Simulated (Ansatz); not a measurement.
Wanted: the native input for an Ansatz 0.2.0 run.

| Quantity | Value |
| --- | --- |
| Task | relaxation of cell and atoms |
| Functional | RPBE |
| Dispersion | D3(BJ) |
| Potentials or basis | Ansatz PAW |
| Cutoff | 420 eV (not typed: the program's choice for these potentials) |
| k mesh | 8 × 8 × 8 |
| Occupations | fermi-dirac, width 0.05 eV |
| Spin | no spin polarisation |

Sb:

```
CELL_PARAMETERS angstrom
3.16000 0.00000 0.00000
0.00000 3.16000 0.00000
0.00000 0.00000 3.16000
ATOMIC_POSITIONS crystal
Sb 0.00000 0.00000 0.00000
```

This isn't the form of Sb at room conditions, which is rhombohedral.

The input as run:

input.yaml

```yaml
crystal:
  lattice:
    - [3.16, 0.0, 0.0]
    - [0.0, 3.16, 0.0]
    - [0.0, 0.0, 3.16]
  atoms:
    - { symbol: Sb, position: [0.0, 0.0, 0.0] }
hamiltonian:
  xc: rpbe
  pseudopotentials: { kind: paw }
  dispersion: d3bj
kpoints:
  mp_grid: { grid: [8, 8, 8] }
scf:
  occupations: { method: fermi_dirac, width: 0.05 }
output:
  forces: true
  stress: true
  eigenvalues: true
relax:
  f_tol: 0.01
  max_steps: 40
  cell: { stress_tol: 0.05 }
```

Potentials or basis: Ansatz PAW.

Launch:

```bash
$ ansatz run input.yaml --threads 2 --pin off --max-ram 5632MiB --backend cpu --events-out ev --progress --plain --runs-dir out
```

Results of the run:

The relaxed volume is 23.20 Å³/atom and the relaxed cell is a = 2.852 Å, b = 2.852 Å, c = 2.852 Å, α = 90.00°, β = 90.00°, γ = 90.00°. The space group after relaxing (to 0.05 Å) is Pm-3m (No. 221) and the energy gained by relaxing is 560.1 meV/atom. The ionic steps are 4, the pressure after relaxing is 0.0 GPa and the band gap on the k mesh is none (metal or under the smearing width).

Caveat: the volume moved by over 15 % at a fixed basis, so the end points are rough; the plane-wave basis is chosen anew once the cell has moved, so the energies of steps on either side of that aren't comparable; the volume moved by -26 % from the deposited cell, more than functionals usually miss; pairwise dispersion overbinds metals, which lowers pressure and volume; the PAW data sets come from PBE, with cores solved anew for the run's functional, which leaves a small shift of forces and pressure.

Wall time 2.5 s on 2 threads of Arm Neoverse V1, on a shared host, peak memory 0.28 GiB.
